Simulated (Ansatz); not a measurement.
# InP3: enthalpy under pressure, worked through

Computed with DFT r2SCAN, scalar-relativistic, plane waves, PAW (Ansatz). (500 eV cutoff, 6×6×6 k-mesh, Gaussian smearing of 0.10 eV, no spin polarisation)

Starting point, cell and atoms relaxed:

```
CELL_PARAMETERS angstrom
3.74150 2.16016 3.36925
-3.74150 2.16016 3.36925
0.00000 -4.32031 3.36925
ATOMIC_POSITIONS crystal
In 0.27025 0.27025 0.27025
In 0.72975 0.72975 0.72975
P 0.79829 0.24470 0.79829
P 0.79829 0.79829 0.24470
P 0.24470 0.79829 0.79829
P 0.20171 0.75530 0.20171
P 0.75530 0.20171 0.20171
P 0.20171 0.20171 0.75530
```

Cell and atoms were relaxed at each target pressure within the start's symmetry (R-3m), at zero temperature; other phases can be more stable under pressure. H = E + PV with P the target; E is the free energy at the smearing used, whose derivative the pressure is, per atom and counted from zero pressure.

```tsv
P (GPa)	V (Å³/atom)	E − E0 (meV)	H − H0 (meV)
0	20.423	0.0	0.0
2	19.735	4.2	250.5
5	18.926	21.4	612.1
10	17.894	68.9	1185.8
20	16.442	201.7	2254.2
```

**Question.** Thermodynamics gives dH/dP = V along a relaxed path. Integrate V over P by the trapezoid rule and compare with the computed enthalpies.

**Answer.** With 1 eV/Å³ = 160.22 GPa, each step adds the mean volume times ΔP / 160.22:
```
P (GPa)  ∫V dP (meV) H − H0 (meV) difference (meV)
      2        250.6         250.5               0.1
      5        612.6         612.1               0.5
     10       1187.1        1185.8               1.3
     20       2258.7        2254.2               4.5
```

V(P) curves upward, so the trapezoid rule runs high; integrating a smooth curve through the same points (P as a polynomial of degree 4 in ln V) puts that excess at about 4.4 meV at 20 GPa, against the 4.5 meV found.

**Question.** At 20 GPa, how much of the enthalpy change is stored energy and how much is the PV term?

**Answer.** E rises by 202 meV/atom and PV is 20 × 16.442 / 160.22 = 2053 meV/atom, so PV makes 91 % of ΔH. So between rival structures at high pressure a small difference in volume can outweigh the difference in energy: 1 % of this volume is worth 20.5 meV/atom at this pressure.

**Question.** What bulk modulus do the lowest pressures give?

**Answer.** From the pressures that the runs reached, -2.01 GPa (21.273 Å³) and 2.02 GPa (19.735 Å³), B = −ΔP/Δln V = 4.03 / 0.0751 = 54 GPa, a mean over that range.